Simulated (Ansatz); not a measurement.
V:

```
V
1.0
     2.60429    0.00000    0.00000
    -1.30215    2.25538    0.00000
     0.00000    0.00000    4.72334
V
2
Direct
  0.33333 0.66667 0.25000
  0.66667 0.33333 0.75000
```

This isn't the form of V at room conditions, which is bcc.

```yaml
Program: Ansatz 0.2.0
Task: single point
Functional: PBEsol
Potentials_or_basis: Ansatz PAW
Cutoff: "420 eV (not typed: the program's choice for these potentials)"
k_mesh: 12 × 12 × 6
Occupations: fermi-dirac, width 0.05 eV
Spin: collinear spin, ferromagnetic start
Starting_moments: "[2.0, 2.0] μB"
```

On this cell: pressure -7.2 GPa; largest force under 0.003 eV/Å; net moment 0.00 μB per cell; band gap on the k mesh none (metal or under the smearing width).

The same run follows on a disturbed copy (atoms moved at random, drawn with an rms of 0.05 Å):

```xyz
2
Lattice="2.6043 0.0000 0.0000 -1.3021 2.2554 0.0000 0.0000 0.0000 4.7233" Properties=species:S:1:pos:R:3 pbc="T T T"
V     0.0087    1.5067    1.1727
V     1.2929    0.7562    3.5062
```

Q: What changes?

A: The energy (extrapolated to zero smearing) moves by +1.7 meV/atom; pressure -7.1 GPa; largest force 0.255 eV/Å; net moment 0.00 μB per cell; band gap on the k mesh none (metal or under the smearing width).

Forces on the atoms (eV/Å):
```
V    0.015  0.000 -0.254
V   -0.015  0.000  0.254
```

Stress tensor (GPa, compression positive):
```
-7.07 -0.37 -0.04
-0.37 -7.12  0.00
-0.04  0.00 -7.24
```

Caveats: the PAW data sets come from PBE, with cores solved anew for the run's functional, which leaves a small shift of forces and pressure; the starting moments weren't kept.
